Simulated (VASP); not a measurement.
# BN (Qingsongite) (F-43m) in VASP: settings compared

BN (Qingsongite) is run at these levels: PBE, r2SCAN; tasks: single point.

All numbers are computed with VASP 6.6.1; they aren't measurements. Logs are shortened: lines on timing, memory, paths and dates and some standing lists are left out, and cuts for length are marked.

**The experiment to reproduce.**

From a printed reference work, monograph, for a bulk crystal of BN at 300 K: band gap 6.4 eV (indirect).

The runs below are set against these values where they give the same quantity.

**1. The cell of the first run**

Symmetry: F-43m, No. 216, cubic system. The conventional cell has a = 3.625 Å, b = 3.625 Å, c = 3.625 Å, α = 90.00°, β = 90.00°, γ = 90.00°. B (site symmetry -43m) has 4 N at 1.57 Å within 2.1 Å. N (site symmetry -43m) has 4 B at 1.57 Å within 2.1 Å.

**2. Single point, PBE**

Input file INCAR:

```
SYSTEM = BN
PREC = Accurate ; ENCUT = 600
EDIFF = 1E-6 ; ISMEAR = 0
SIGMA = 0.01 ; LREAL = .FALSE.
LASPH = .TRUE. ; NELM = 120
ALGO = Normal ; ISIF = 2
LWAVE = .FALSE. ; LCHARG = .FALSE.
GGA = PE ; NBANDS = 11
GGA_COMPAT = .FALSE.
```

Input file KPOINTS:

```
Automatic mesh
0
G
  10 10 10
  0 0 0
```

Input file POSCAR:

```
BN
1.0
    0.0000000000      1.8123498003      1.8123498003
    1.8123498003      0.0000000000      1.8123498003
    1.8123498003      1.8123498003      0.0000000000
B N
1 1
Direct
    0.0000000000      0.0000000000      0.0000000000
    0.2500000000      0.2500000000      0.2500000000
```

Potentials or basis: VASP PAW PBE potentials, release 64 (B, N).

On the command line:

```
$ cat potpaw_PBE.64/B/POTCAR potpaw_PBE.64/N/POTCAR > POTCAR
$ mpirun -np 1 vasp_std > vasp.out
```

OUTCAR:

```text
SYSTEM = BN
   PREC = Accurate
   ENCUT = 600
   EDIFF = 1E-6
   ISMEAR = 0
   LREAL = .FALSE.
   LASPH = .TRUE.
   NELM = 120
   ISIF = 2
   GGA = PE

 ion  position               nearest neighbor table
   1  0.000  0.000  0.000-   2 1.57   2 1.57   2 1.57   2 1.57
   2  0.250  0.250  0.250-   1 1.57   1 1.57   1 1.57   1 1.57

  LATTYP: Found a face centered cubic cell.
 ALAT       =     3.6246996006

  Lattice vectors:

 A1 = (   0.0000000000,   1.8123498003,   1.8123498003)
 A2 = (   1.8123498003,   0.0000000000,   1.8123498003)
 A3 = (   1.8123498003,   1.8123498003,   0.0000000000)

Analysis of symmetry for initial positions (statically):
=====================================================================
 Subroutine PRICEL returns:
 Original cell was already a primitive cell.

 Routine SETGRP: Setting up the symmetry group for a
 face centered cubic supercell.

 Subroutine GETGRP returns: Found 24 space group operations
 (whereof 24 operations were pure point group operations)
 out of a pool of 48 trial point group operations.

The static configuration has the point symmetry T_d .

Analysis of symmetry for dynamics (positions and initial velocities):
=====================================================================
 Subroutine PRICEL returns:
 Original cell was already a primitive cell.

 Routine SETGRP: Setting up the symmetry group for a
 face centered cubic supercell.

 Subroutine GETGRP returns: Found 24 space group operations
 (whereof 24 operations were pure point group operations)
 out of a pool of 48 trial point group operations.

The dynamic configuration has the point symmetry T_d .

 Subroutine INISYM returns: Found 24 space group operations
 (whereof 24 operations are pure point group operations),
 and found     1 'primitive' translations

----------------------------------------------------------------------------------------

                                     Primitive cell

  volume of cell :      11.9057

  direct lattice vectors                    reciprocal lattice vectors
     0.000000000  1.812349800  1.812349800    -0.275884931  0.275884931  0.275884931
     1.812349800  0.000000000  1.812349800     0.275884931 -0.275884931  0.275884931
     1.812349800  1.812349800  0.000000000     0.275884931  0.275884931 -0.275884931

  length of vectors
     2.563049667  2.563049667  2.563049667     0.477846718  0.477846718  0.477846718

  position of ions in fractional coordinates (direct lattice)
     0.000000000  0.000000000  0.000000000
     0.250000000  0.250000000  0.250000000

  ion indices of the primitive-cell ions
   primitive index   ion index
                 1           1
                 2           2

----------------------------------------------------------------------------------------

 KPOINTS: Automatic mesh

Automatic generation of k-mesh.
 Grid dimensions read from file:
 generate k-points for:   10   10   10

 Generating k-lattice:

  Cartesian coordinates                     Fractional coordinates (reciprocal lattice)
    -0.027588493  0.027588493  0.027588493     0.100000000  0.000000000  0.000000000
     0.027588493 -0.027588493  0.027588493     0.000000000  0.100000000  0.000000000
     0.027588493  0.027588493 -0.027588493     0.000000000  0.000000000  0.100000000

  Length of vectors
     0.047784672  0.047784672  0.047784672

  Shift w.r.t. Gamma in fractional coordinates (k-lattice)
     0.000000000  0.000000000  0.000000000

 Subroutine IBZKPT returns following result:
 ===========================================

 Found     47 irreducible k-points:

 Following reciprocal coordinates:
            Coordinates               Weight
  0.000000  0.000000  0.000000      1.000000
  0.100000  0.000000  0.000000      8.000000
  0.200000  0.000000  0.000000      8.000000
  0.300000  0.000000  0.000000      8.000000
  0.400000  0.000000  0.000000      8.000000
  0.500000  0.000000  0.000000      4.000000
[... 16 lines left out ...]
  0.300000  0.300000  0.000000      6.000000
  0.400000  0.300000  0.000000     24.000000
 [... further k-points ...]
   k-points           NKPTS =     47   k-points in BZ     NKDIM =     47   number of bands    NBANDS=     11
   number of dos      NEDOS =    301   number of ions     NIONS =      2
   total plane-waves  NPLWV =   8000
   dimension x,y,z NGX =    20 NGY =   20 NGZ =   20
   dimension x,y,z NGXF=    40 NGYF=   40 NGZF=   40
   ions per type =               1   1
   NGX,Y,Z   is equivalent  to a cutoff of  12.97, 12.97, 12.97 a.u.
   NGXF,Y,Z  is equivalent  to a cutoff of  25.95, 25.95, 25.95 a.u.
 SYSTEM =  BN
   PREC   = accura    normal or accurate (medium, high low for compatibility)
   ISTART =      0    job   : 0-new  1-cont  2-samecut
   ICHARG =      2    charge: 1-file 2-atom 10-const
   ISPIN  =      1    spin polarized calculation?
   LNONCOLLINEAR =      F non collinear calculations
   LSORBIT =      F    spin-orbit coupling
   LASPH  =      T    aspherical Exc in radial PAW
   ENCUT  =  600.0 eV  44.10 Ry    6.64 a.u.   5.12  5.12  5.12*2*pi/ulx,y,z
   NELM   =    120;   NELMIN=  2; NELMDL= -5     # of ELM steps
   EDIFF  = 0.1E-05   stopping-criterion for ELM
   LREAL  =      F    real-space projection
   EDIFFG = 0.1E-04   stopping-criterion for IOM
   NSW    =      0    number of steps for IOM
   IBRION =     -1    ionic relax: 0-MD 1-quasi-New 2-CG
   NFREE  =      0    steps in history (QN), initial steepest desc. (CG)
   ISIF   =      2    stress and relaxation
   ISYM   =      2    0-nonsym 1-usesym 2-fastsym
   POTIM  = 0.5000    time-step for ionic-motion
   TEBEG  =    0.0;   TEEND  =   0.0 temperature during run
   PSTRESS=    0.0 pullay stress
   NELECT =       8.0000    total number of electrons
   NUPDOWN=      -1.0000    fix difference up-down
   EMIN   =  10.00;   EMAX   =-10.00  energy-range for DOS
   EFERMI =   0.00;   METHOD = LEGACY
   ISMEAR =     0;   SIGMA  =   0.01  broadening in eV -4-tet -1-fermi 0-gaus
   EFERMI_NEDOS =   21; number of points for ismear=-14 and -15
   IALGO  =     38    algorithm
   IMIX   =      4    mixing-type and parameters
     AMIX     =   0.40;   BMIX     =  1.00
     AMIX_MAG =   1.60;   BMIX_MAG =  1.00
  volume/ion in A,a.u.               =       5.95        40.17
  Fermi-wavevector in a.u.,A,eV,Ry     =   1.433902  2.709682 27.974598  2.056075
  Thomas-Fermi vector in A             =   2.553369
   LORBIT       =      0    0 simple, 1 ext, 2 COOP (PROOUT), +10 PAW based schemes
   GGA     = PE    functional components
   LHFCALC =     F    Hartree Fock is set to
   AEXX    =    0.0000 exact exchange contribution
   IVDW    =     0    specifies the selected vdW correction
   LEPSILON=     F    determine dielectric tensor
   LRPA    =     F    only Hartree local field effects (RPA)
 non-spin polarized calculation
 Gauss-broadening in eV      SIGMA  =   0.01
  energy-cutoff  :      600.00
  volume of cell :       11.91
 maximum number of plane-waves:       411
   NGX = 11   NGY = 11   NGZ = 11

 number of electron       7.9999999 magnetization

 Free energy of the ion-electron system (eV)
  ---------------------------------------------------
  ext. energy  EPLUGINS =         0.00000000
  ---------------------------------------------------
  free energy    TOTEN  =       -17.45461922 eV

  energy without entropy =      -17.45461922  energy(sigma->0) =      -17.45461922

 E-fermi :   7.4976     XC(G=0): -12.7825

 val. band max:        7.3038696862   @ k =   0.0000   0.0000   0.0000
 cond. band min:      11.7547855106   @ k =   0.5000   0.5000   0.0000
 fundamental gap:      4.4509158244
 Fermi energy:         7.4975635691

 k-point     1 :       0.0000    0.0000    0.0000
  band No.  band energies     occupation
      1     -12.8358      2.00000
      2       7.3039      2.00000
      3       7.3039      2.00000
      4       7.3039      2.00000
      5      16.0854      0.00000
      6      16.0854      0.00000
      7      16.0854      0.00000
      8      17.5234      0.00000
      9      31.9055      0.00000
     10      34.9725      0.00000
     11      34.9725      0.00000

 k-point     2 :       0.1000    0.0000    0.0000
  band No.  band energies     occupation
      1     -12.5943      2.00000
      2       6.0409      2.00000
      3       7.0523      2.00000
      4       7.0523      2.00000
      5      16.3431      0.00000
      6      16.4662      0.00000
      7      16.4662      0.00000
      8      18.3254      0.00000
      9      31.6362      0.00000
     10      32.3885      0.00000
     11      32.3885      0.00000

 k-point     3 :       0.2000    0.0000    0.0000
  band No.  band energies     occupation
      1     -11.8837      2.00000
      2       3.3411      2.00000
      3       6.4861      2.00000
      4       6.4861      2.00000
      5      16.6956      0.00000
      6      17.2552      0.00000
      7      17.2552      0.00000
      8      19.9958      0.00000
      9      30.9228      0.00000
     10      30.9228      0.00000
     11      30.9547      0.00000

 k-point     4 :       0.3000    0.0000    0.0000
  band No.  band energies     occupation
      1     -10.7620      2.00000
      2       0.4033      2.00000
      3       5.9124      2.00000
      4       5.9124      2.00000
      5      17.0246      0.00000
      6      17.8206      0.00000
      7      17.8206      0.00000
      8      21.4044      0.00000
      9      30.4684      0.00000
     10      31.1692      0.00000
     11      31.1692      0.00000
[... 239 lines left out ...]
 k-point    22 :      -0.2000    0.2000    0.0000
  band No.  band energies     occupation
      1     -10.3911      2.00000
      2       1.1753      2.00000
      3       3.0673      2.00000
      4       6.0177      2.00000
      5      17.8036      0.00000
      6      18.2153      0.00000
      7      18.7188      0.00000
      8      20.9185      0.00000
      9      28.5566      0.00000
     10      29.5583      0.00000
     11      33.9254      0.00000

 k-point    23 :       0.3000    0.3000    0.0000
  band No.  band energies     occupation
      1     -10.0865      2.00000
      2       2.0989      2.00000
      3       3.6712      2.00000
      4       3.6712      2.00000
      5      13.4174      0.00000
      6      18.0328      0.00000
      7      21.9434      0.00000
      8      21.9434      0.00000
      9      25.9497      0.00000
     10      34.5099      0.00000
     11      39.0499      0.00000

 k-point    24 :       0.4000    0.3000    0.0000
  band No.  band energies     occupation
      1      -9.0910      2.00000
      2       0.5586      2.00000
      3       2.8274      2.00000
      4       3.2648      2.00000
      5      13.3805      0.00000
      6      17.8885      0.00000
      7      22.6779      0.00000
      8      22.7819      0.00000
      9      26.8890      0.00000
     10      34.2211      0.00000
     11      38.9622      0.00000

 [... further k-points ...]
[... 5 lines left out ...]
  --------------------------------------------------------------------------------------
  -------------------------------------------------------------------------------------
  Total       -0.0025900     -0.0025900     -0.0025900      0.0000000      0.0000000      0.0000000
  in kB       -0.3485419     -0.3485419     -0.3485419      0.0000000      0.0000000      0.0000000
  external PRESSURE =      -0.3485419 kB  Pullay stress =       0.0000000 kB

 VOLUME and BASIS-vectors are now :
 -----------------------------------------------------------------------------
  energy-cutoff  :      600.00
  volume of cell :       11.91
      direct lattice vectors                 reciprocal lattice vectors
     0.000000000  1.812349800  1.812349800    -0.275884931  0.275884931  0.275884931
     1.812349800  0.000000000  1.812349800     0.275884931 -0.275884931  0.275884931
     1.812349800  1.812349800  0.000000000     0.275884931  0.275884931 -0.275884931

 POSITION                                       TOTAL-FORCE (eV/Angst)
 -----------------------------------------------------------------------------------
      0.00000      0.00000      0.00000         0.000000      0.000000      0.000000
      0.90617      0.90617      0.90617        -0.000000     -0.000000     -0.000000
 -----------------------------------------------------------------------------------
    total drift:                                0.000000      0.000000      0.000000

  FREE ENERGIE OF THE ION-ELECTRON SYSTEM (eV)
  ---------------------------------------------------
  free  energy   TOTEN  =       -17.4546192227 eV

  energy  without entropy=      -17.4546192227  energy(sigma->0) =      -17.45461922
```

Run time: 6.3 s. Hardware: 1 thread of Intel Xeon Platinum 8559C (Emerald Rapids), shared host; peak memory 0.11 GiB.

What came out:

```
Free energy            : -17.4546 eV
Pressure               : 0.0 GPa
Band gap on the k mesh : 4.45 eV, indirect (least direct gap 8.78 eV)
```

Levels at points of the mesh, in eV from the valence-band top:
```tsv
k point	band 1	band 2	band 3	band 4	band 5	band 6	band 7	band 8
(0.00, 0.00, 0.00)	-20.14	0.00	0.00	0.00	8.78	8.78	8.78	10.22
(0.50, 0.00, 0.00)	-15.96	-10.62	-1.92	-1.92	10.04	10.66	10.66	15.17
(0.50, 0.50, 0.00)	-14.61	-8.86	-4.86	-4.86	4.45	9.19	17.80	17.80
```

(Part 1 of 3 ends here.)
